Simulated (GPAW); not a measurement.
## GaSb: band structure with revPBE

**The experiment to reproduce.**

A printed reference work, data compilation reports, for a bulk crystal of GaSb at 4.2 K: band gap 0.811 eV (direct).

GaSb:

```
Sb Ga
1.0
     0.00000    3.05900    3.05900
     3.05900    0.00000    3.05900
     3.05900    3.05900    0.00000
Sb Ga
1 1
Direct
  0.75000 0.75000 0.75000
  0.00000 0.00000 0.00000
```

```json
{
  "Program": "GPAW 26.7.0",
  "Task": "band structure",
  "Functional": "revPBE",
  "Potentials or basis": "the program's PAW data sets (release 1.2.1) made for this functional",
  "Cutoff": "600 eV",
  "Basis": "pw",
  "k mesh": "8 × 8 × 8",
  "Occupations": "fermi-dirac, width 0.05 eV",
  "Spin": "no spin polarisation",
  "Maxiter": "150",
  "Band path": "GXWKGLUWLK,UX",
  "Band points": "60"
}
```

- Pressure: 3.5 GPa
- Band gap on the k mesh: 0.16 eV, direct
- Band gap along the path: 0.16 eV, direct

Levels at the corners of the path, in eV from the valence-band top:
| point | band 5 | band 6 | band 7 | band 8 | band 9 | band 10 | band 11 | band 12 | band 13 | band 14 |
| --- | --- | --- | --- | --- | --- | --- | --- | --- | --- | --- |
| Γ | -28.75 | -11.42 | 0.00 | 0.00 | 0.00 | 0.16 | 2.83 | 2.83 | 2.83 | 6.01 |
| X | -28.75 | -9.04 | -6.74 | -2.55 | -2.55 | 0.99 | 1.34 | 8.78 | 8.78 | 10.20 |
| W | -28.75 | -9.01 | -6.60 | -3.33 | -3.09 | 3.75 | 4.41 | 4.49 | 4.85 | 9.99 |
| K | -28.75 | -9.11 | -6.55 | -3.58 | -2.17 | 1.49 | 3.96 | 6.70 | 6.88 | 7.66 |
| Γ | -28.75 | -11.42 | 0.00 | 0.00 | 0.00 | 0.16 | 2.83 | 2.83 | 2.83 | 6.01 |
| L | -28.75 | -9.85 | -6.30 | -1.14 | -1.14 | 0.50 | 3.80 | 3.80 | 6.63 | 9.50 |
| U | -28.75 | -9.11 | -6.55 | -3.58 | -2.17 | 1.49 | 3.96 | 6.70 | 6.88 | 7.66 |
| W | -28.75 | -9.01 | -6.60 | -3.33 | -3.09 | 3.75 | 4.41 | 4.49 | 4.85 | 9.99 |
| L | -28.75 | -9.85 | -6.30 | -1.14 | -1.14 | 0.50 | 3.80 | 3.80 | 6.63 | 9.50 |
| K | -28.75 | -9.11 | -6.55 | -3.58 | -2.17 | 1.49 | 3.96 | 6.70 | 6.88 | 7.66 |
| U | -28.75 | -9.11 | -6.55 | -3.58 | -2.17 | 1.49 | 3.96 | 6.70 | 6.88 | 7.66 |
| X | -28.75 | -9.04 | -6.74 | -2.55 | -2.55 | 0.99 | 1.34 | 8.78 | 8.78 | 10.20 |

Wall time 34 s on 1 thread of Arm Neoverse V2, with other jobs on the host, peak memory 0.27 GiB.

Measured gap of GaSb: 0.811 eV (direct; 4.2 K; a printed reference work, data compilation). This calculation gives 0.16 eV (-0.65 eV). Spin-orbit coupling on Ga, Sb is left out. The value is that of revPBE, without temperature or zero-point motion. Semilocal functionals fall short of measured gaps as a rule.

Caveat: spin-orbit coupling is left out, which moves the levels of the heavy elements.
